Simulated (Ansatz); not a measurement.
**CuO (Tenorite) under changes of volume**

One of the cells (10.163 Å³/atom); the others are scaled copies at fixed shape and fractional positions:

```xyz
4
Lattice="2.3447 -1.7134 0.0000 2.3447 1.7134 0.0000 -0.8606 0.0000 5.0594" Properties=species:S:1:pos:R:3 pbc="T T T"
Cu    0.7420   -0.8457    2.5297
Cu    1.1723    0.8457    0.0000
O     1.6421    0.2841    3.8133
O     2.0724   -0.2841    1.2836
```

```yaml
Program: Ansatz 0.2.0
Functional: LDA
Potentials_or_basis: Ansatz PAW
Cutoff: "420 eV (not typed: the program's choice for these potentials)"
k_mesh: 10 × 10 × 5
Occupations: fermi-dirac, width 0.05 eV
Spin: no spin polarisation
```

```tsv
volume (Å³/atom)	energy over the lowest point (meV/atom)	pressure (GPa)	largest force (eV/Å)
9.553	0.00	2.0	0.858
9.756	0.23	-2.3	0.806
9.959	?	?	?
10.163	15.73	-9.6	0.790
10.366	29.86	-12.6	0.792
10.569	47.62	-15.3	0.799
10.772	68.55	-17.7	0.809
```

Question: What does the run at 9.959 Å³/atom give?

Answer: Energy over the lowest point 5.70 meV/atom; pressure -6.1 GPa; largest force 0.794 eV/Å.

Worked out: A Birch-Murnaghan fit of order 3 (a polynomial in V^(-2/3)) to the other rows has its minimum at 9.65 Å³/atom with B0 = V·E''(V) = 208 GPa and B' = 4.7 at fixed shape and positions, which overstates the stiffness. It gives 5.65 meV/atom at 9.959 Å³/atom, against the run's 5.70, and -dE/dV = -6.2 GPa, against -6.1.

Energies are extrapolated to zero smearing.

Caveats: the run has no spin polarisation, though such a crystal can be magnetic; the PAW data sets come from PBE, with cores solved anew for the run's functional, which leaves a small shift of forces and pressure.
